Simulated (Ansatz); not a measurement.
Crystal: Bi.

```
CELL_PARAMETERS angstrom
-1.98143 1.98143 1.98143
1.98143 -1.98143 1.98143
1.98143 1.98143 -1.98143
ATOMIC_POSITIONS crystal
Bi 0.00000 0.00000 0.00000
```

This isn't the form of Bi at room conditions, which is rhombohedral.

* Program: Ansatz 0.2.0
* Task: relaxation of cell and atoms
* Functional: RPBE
* Potentials or basis: Ansatz PAW
* Cutoff: 420 eV (not typed: the program's choice for these potentials)
* k mesh: 9 × 9 × 9
* Occupations: fermi-dirac, width 0.05 eV
* Spin: no spin polarisation

At the start: volume 31.12 Å³/atom.

Q: Where does the relaxation end?

A: It ends after 4 steps and the volume is 32.51 Å³/atom (+4.5 %); space group Im-3m (No. 229, to 0.05 Å).

The path:
| step | energy change (eV) | largest force (eV/Å) | volume (Å³) |
| --- | --- | --- | --- |
| 1 | 0.0000 | 0.0000 | 31.12 |
| 2 | -0.0087 | 0.0000 | 32.75 |
| 3 | -0.0091 | 0.0000 | 32.51 |
| 4 | -0.0093 | 0.0000 | 32.51 |

Final structure:
```cif
data_structure
_symmetry_space_group_name_H-M 'P 1'
_symmetry_Int_Tables_number 1
_cell_length_a 3.4824
_cell_length_b 3.4824
_cell_length_c 3.4824
_cell_angle_alpha 109.471
_cell_angle_beta 109.471
_cell_angle_gamma 109.471
_cell_volume 32.51
loop_
_atom_site_label
_atom_site_type_symbol
_atom_site_fract_x
_atom_site_fract_y
_atom_site_fract_z
_atom_site_occupancy
Bi1 Bi 0.00000 0.00000 0.00000 1
```

Caveat: the plane-wave basis is chosen anew once the cell has moved, so the energies of steps on either side of that aren't comparable; the PAW data sets come from PBE, with cores solved anew for the run's functional, which leaves a small shift of forces and pressure.
